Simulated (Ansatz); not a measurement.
Input and output of a one-shot G0W0 calculation on PbO (rocksalt) (Ansatz, G0W0@PBE with 57 empty bands, a screening cutoff of 80 eV and an 8×8×8 mesh). Cell and atoms come from a relaxation with r2SCAN.

The input:
```yaml
crystal:
  lattice:
    - [0.0, 2.6065174966, 2.6065174966]
    - [2.6065174966, 0.0, 2.6065174966]
    - [2.6065174966, 2.6065174966, 0.0]
  atoms:
    - { symbol: Pb, position: [0.0, 0.0, 0.0] }
    - { symbol: O, position: [0.5, 0.5, 0.5] }
kpoints:
  mp_grid: { grid: [8, 8, 8] }
hamiltonian:
  xc: pbe
scf:
  occupations: { method: fixed }
gw:
  n_empty_bands: 57
  ecut_chi: 80
  qp_bands: [v2, c2]
  qp_kpoints: band_edges
  screening: { model: contour_deformation }
```

Wall time 80 s on 1 × NVIDIA H100 80GB HBM3 with 2 threads of AMD EPYC 7R13 Processor (Zen 3) (shared host), load about 1.5 per core; peak host memory 1.2 GiB.

The output, standing remarks left out:
```
Functional definition: PBE
Crystal: 2 atoms, lattice volume = 35.417 Å³
Basis set: ecut = 420 eV, 701 PW (Γ)
Bands: 14, of which v1, the nominal top of the filled ones, is band 10 counted from 1 (9 counted from 0)
Symmetry: 48 space group operations
Space group: Fm-3m (ITA 225)
k-points: 29 of 512
preconditioner: auto → none  [insulator: Δε(μ)=0.572 eV  ℏωp=27.9 eV]
SCF converged after 6 iterations
Free energy (F): -12473.184844 eV
Fermi energy:    10.337992 eV
--- Band table (eV; the first three rows and the last of 29) ---
  k-point 0: bands = […, -5.8358, -5.8358, 2.9732, 8.0220, 8.0220, 8.0220, 18.8111, 18.8111, 18.8111, 20.7894]
  k-point 1: bands = […, -5.8415, -5.8415, 2.7876, 8.0756, 8.0756, 8.2873, 16.7795, 18.0894, 18.0894, 20.1844]
  k-point 2: bands = […, -5.8334, -5.8334, 2.3930, 8.2144, 8.2144, 8.9155, 14.0664, 16.8293, 16.8293, 20.0453]
  k-point 28: bands = […, -5.7641, -4.9491, 3.5033, 6.0204, 6.0204, 9.5190, 14.3148, 14.6469, 14.6469, 22.5318]
--- G₀W₀: contour deformation, 7 samples at zero and on the imaginary axis and 3 off it, 512 q-points, 57 empty bands' worth ---
    ik  band        ε_KS         Σx   Σc(E_QP)       V_xc       Z   E_QP_lin       E_QP  E_QP is
     4     9      8.4378   -24.9000     4.9653   -20.0946  0.6525     8.5977     8.5978  root
     4    10     10.3380   -10.7816    -1.2301   -12.0016  0.7726    10.3279    10.3279  root
     4    11     10.8976   -22.0009     0.9914   -21.4044  0.7030    11.2997    11.2924  root
     4    12     15.4770    -8.4472    -4.3685   -13.1616  0.7342    15.8382    15.8228  root
     8     9      8.1938   -24.3912     4.9873   -19.5341  0.6511     8.3231     8.3240  root
     8    10     10.1730   -21.5270     2.3488   -19.3796  0.7043    10.3724    10.3744  root
     8    11     11.4146   -12.4051    -2.2327   -14.8884  0.7450    11.6686    11.6651  root
     8    12     15.2064    -9.6867    -4.2277   -14.3224  0.7224    15.6303    15.6143  root
     9     9      8.3956   -24.7735     4.9602   -19.9627  0.6529     8.5437     8.5450  root
     9    10     10.3133   -22.7315     2.7135   -20.2823  0.6987    10.5747    10.5776  root
     9    11     11.4357   -10.9296    -2.6961   -13.8133  0.7584    11.6247    11.6233  root
     9    12     15.2936    -9.6801    -4.2899   -14.3744  0.7088    15.7049    15.6980  root
    10     9      8.4350   -24.8703     5.0331   -20.0076  0.6544     8.6017     8.6054  root
    10    10      9.6067   -23.0675     3.4959   -19.7733  0.6724     9.8066     9.8084  root
    10    11     13.0255   -10.2010    -3.5644   -14.0383  0.7599    13.3026    13.2982  root
    10    12     15.7826    -9.1984    -4.4990   -14.0610  0.7314    16.1609    16.1461  root
    16     9      8.3543   -24.6562     4.9604   -19.8388  0.6502     8.4956     8.4973  root
    16    10     10.1719   -23.7917     3.1696   -20.8852  0.6906    10.4316    10.4350  root
    16    11     12.0433    -9.1988    -3.3929   -12.7677  0.7759    12.2229    12.2193  root
    16    12     14.9442   -10.5127    -4.1561   -15.1026  0.7104    15.3888    15.3780  root
    19     9      7.5242   -23.1962     5.0706   -18.1906  0.6384     7.5893     7.5893  root
    19    10      8.4154   -21.3668     3.4778   -17.9247  0.6903     8.4509     8.4510  root
    19    11     13.8859   -11.2473    -3.6228   -15.2768  0.7360    14.3069    14.2926  root
    19    12     14.4939   -12.6589    -3.8605   -17.0584  0.6888    15.0817    15.0328  root ?
    23     9      7.6654   -22.9482     4.7643   -18.2353  0.6461     7.7168     7.7167  root
    23    10      9.8813   -23.1188     3.0964   -20.2298  0.6719    10.0825    10.0887  root
    23    11     12.1383   -11.2057    -2.9220   -14.4133  0.7432    12.4266    12.4238  root
    23    12     14.9237   -10.9639    -4.0666   -15.5019  0.7144    15.4186    15.3951  root
    26     9      7.2349   -22.0113     4.6742   -17.3447  0.6376     7.2425     7.2425  root
    26    10      9.6614   -23.5540     3.4410   -20.3141  0.6827     9.8627     9.8624  root
    26    11     12.9152   -10.7781    -3.3378   -14.4377  0.7389    13.2437    13.2371  root
    26    12     14.6849   -11.5486    -3.9916   -16.0318  0.7095    15.2061    15.1765  root
    28     9      6.0204   -20.9029     5.1624   -15.7173  0.6480     5.9970     5.9972  root
    28    10      9.5190   -24.1442     3.7868   -20.5681  0.6761     9.7280     9.7298  root
    28    11     14.3148    -9.1596    -4.0394   -13.5187  0.7592    14.6368    14.6346  root
    28    12     14.6469   -11.9166    -3.9509   -16.3799  0.7106    15.1906    15.1592  root
```

The rows of the band table are 0: (0, 0, 0) = Γ, 1: (0, 0, 1/8), 2: (0, 0, 1/4), 28: (1/4, -1/2, -1/4).

The points are ik 4 = (0, 0, -1/2), ik 8 = (0, 1/8, -1/2), ik 9 = (0, 1/8, -3/8), ik 10 = (0, 1/8, -1/4), ik 16 = (0, 1/4, -1/4), ik 19 = (0, 3/8, -3/8), ik 23 = (1/8, 1/4, -3/8), ik 26 = (1/8, 3/8, -1/4), ik 28 = (1/4, -1/2, -1/4); band 10 is the last filled one.

G0W0 moves the gap on the mesh from 0.56 eV (PBE) to 0.71 eV (k = (0, 1/8, -3/8) to k = (0, 0, -1/2)). Renormalisation factors Z lie between 0.64 and 0.78. G0W0 values are finite-basis, finite-mesh values.

Note: simulated data, non-magnetic, for a generated structure that need not be the stable one.

Spin-orbit coupling is left out; in compounds of Pb, Bi, Tl or Hg it can lower a gap by up to about 1 eV, split its edges or invert the bands.

For so narrow a gap this mesh doesn't settle the screening, and the bands and cutoff are finite.
